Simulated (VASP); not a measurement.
Wanted: the native input for a VASP 6.6.1 run.

```yaml
Task: single point
Functional: r2SCAN
Potentials_or_basis: VASP PAW PBE potentials, release 64 (Nb_sv, H)
Cutoff: 520 eV
k_mesh: 6 × 6 × 4
Occupations: fermi-dirac, width 0.02 eV
Spin: no spin polarisation
Dipole_correction: no
Further_INCAR_settings: ALGO = Normal; EDIFF = 1e-06; NBANDS = 22
```

The system is NbH.

```
CELL_PARAMETERS angstrom
1.83594 -2.38097 0.00000
1.83594 2.38097 0.00000
0.00000 0.00000 4.77968
ATOMIC_POSITIONS crystal
Nb 0.75000 0.25000 0.26854
Nb 0.25000 0.75000 0.73146
H 0.25000 0.25000 0.00000
H 0.75000 0.75000 0.00000
```

The cell comes from a database or a generator and needn't be the stable form of this composition.

One way to write it, as run:

POSCAR

```
NbH
1.0
    1.8359385984     -2.3809736765      0.0000000000
    1.8359385984      2.3809736765      0.0000000000
    0.0000000000      0.0000000000      4.7796843593
Nb H
2 2
Direct
    0.7500000000      0.2500000000      0.2685362366
    0.2500000000      0.7500000000      0.7314637634
    0.2500000000      0.2500000000      0.0000000000
    0.7500000000      0.7500000000      0.0000000000
```

INCAR.step1

```
  PREC = Accurate
  ENCUT = 520
  ISMEAR = -1
  SIGMA = 0.02
  LREAL = False
  LASPH = True
  NELM = 100
  NBANDS = 22
  GGA = PE
  ALGO = Normal
  EDIFF = 1E-4
  LWAVE = True
  LCHARG = False
```

INCAR.step2

```
  PREC = Accurate
  ENCUT = 520
  EDIFF = 1E-6
  ISMEAR = -1
  SIGMA = 0.02
  LREAL = False
  LASPH = True
  NELM = 100
  ALGO = Normal
  ISIF = 2
  LWAVE = False
  LCHARG = False
  METAGGA = R2SCAN
  LMIXTAU = True
  NBANDS = 22
  ISTART = 1
```

KPOINTS

```
Automatic mesh
0
Gamma
  6 6 4
```

Potentials or basis: VASP PAW PBE potentials, release 64 (Nb_sv, H).

Command:

```bash
$ cat potpaw_PBE.64/Nb_sv/POTCAR potpaw_PBE.64/H/POTCAR > POTCAR
$ cp INCAR.step1 INCAR
$ mpirun -np 1 vasp_std > vasp.out
$ cp INCAR.step2 INCAR
$ mpirun -np 1 vasp_std > vasp.out
```

Results of the run:

| Property | Result |
| --- | --- |
| Pressure | -0.3 GPa |
| Largest force | 0.008 eV/Å |
| Band gap on the k mesh | none (metal or under the smearing width) |

Caveat: the k mesh is coarse (spacing up to 0.36 Å⁻¹), so the values aren't converged; the PAW data sets were made with another functional, which shifts forces and pressure a little.

Wall time 90 s on 1 thread of Intel(R) Xeon(R) Platinum 8559C (Emerald Rapids), on a shared host, peak memory 0.17 GiB.
